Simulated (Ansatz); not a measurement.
Runs of Ansatz 0.2.0 on Si2Ni. It takes space group Fm-3m (No. 225, cubic). Conventional cell: a = 5.406 Å, b = 5.406 Å, c = 5.406 Å, α = 90.00°, β = 90.00°, γ = 90.00°. Ni (site symmetry m-3m) is surrounded by 8 Si at 2.34 Å. Around Si (site symmetry -43m) lie 4 Ni at 2.34 Å. 

```csv
task,level,potentials or basis,U,cell,cutoff (eV),smearing,hubbard projectors,double counting,gap on the mesh (eV),pressure (GPa),moment (μB),relaxed volume (Å³/atom)
single point,PBE+U,Ansatz NC,Ni d U = 3.5 eV,as given,1400,cold 0.025 eV,atomic,fll,none,2.6,0.00,-
relaxation of cell and atoms,BLYP+D4,Ansatz PAW,-,relaxed,420,fermi-dirac 0.05 eV,-,-,-,0.0,0.00,13.20
relaxation of cell and atoms,revPBE+D4,Ansatz PAW,-,relaxed,420,fermi-dirac 0.05 eV,-,-,none,0.0,0.00,(a)
single point,PBE+D4+U,Ansatz PAW,Ni d U = 3 eV,as given,420,gaussian 0.1 eV,ortho-atomic (the default),fll (the default),none,-1.6,0.00,-
```

Alike in all rows: spin collinear, ferromagnetic start; k mesh 9 × 9 × 9.

**Question.** Fill in the values left out.

**Answer.** (a) 12.81.

Caveats: the magnetic or orbital state may not be the lowest (some runs); the U is typed as a test and isn't derived for this compound (some runs); the potentials were made for another functional, which shifts forces and pressure (some runs); the plane-wave basis is chosen anew once the cell has moved, so the energies of steps on either side of that aren't comparable (some runs); the PAW data sets come from PBE, with cores solved anew for the run's functional, which leaves a small shift of forces and pressure (some runs); pairwise dispersion overbinds metals, which lowers pressure and volume (some runs).

A k mesh can miss the band edges.

A gap of «none» marks a metal or a gap under the smearing width.

Not every run made on this cell is shown here.
